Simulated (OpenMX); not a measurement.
ZrC:

```xyz
2
Lattice="0.0000 2.3650 2.3650 2.3650 0.0000 2.3650 2.3650 2.3650 0.0000" Properties=species:S:1:pos:R:3 pbc="T T T"
Zr    2.3650    2.3650    2.3650
C     0.0000    0.0000    0.0000
```

Base run:

* Program: OpenMX 3.8.5
* Functional: PBE
* Potentials or basis: OpenMX 2013 PBE set, Zr7.0-s3p2d2f1, C6.0-s3p2d2, grid cutoff 400 Ry
* k mesh: 11 × 11 × 11
* Occupations: fermi-dirac, width 0.05 eV
* Spin: no spin polarisation

Its results: pressure -2.4 GPa.

Q: The run is repeated on the same cell with these changes: functional from PBE to LDA; potentials or basis from OpenMX 2013 PBE set, Zr7.0-s3p2d2f1, C6.0-s3p2d2, grid cutoff 400 Ry to OpenMX 2013 LDA set, Zr7.0-s3p2d2, C6.0-s2p2d1, grid cutoff 400 Ry. What comes out?

A: Pressure -9.9 GPa.

Caveats: the basis of atomic orbitals isn't converged, which shifts pressures, moduli and gaps.
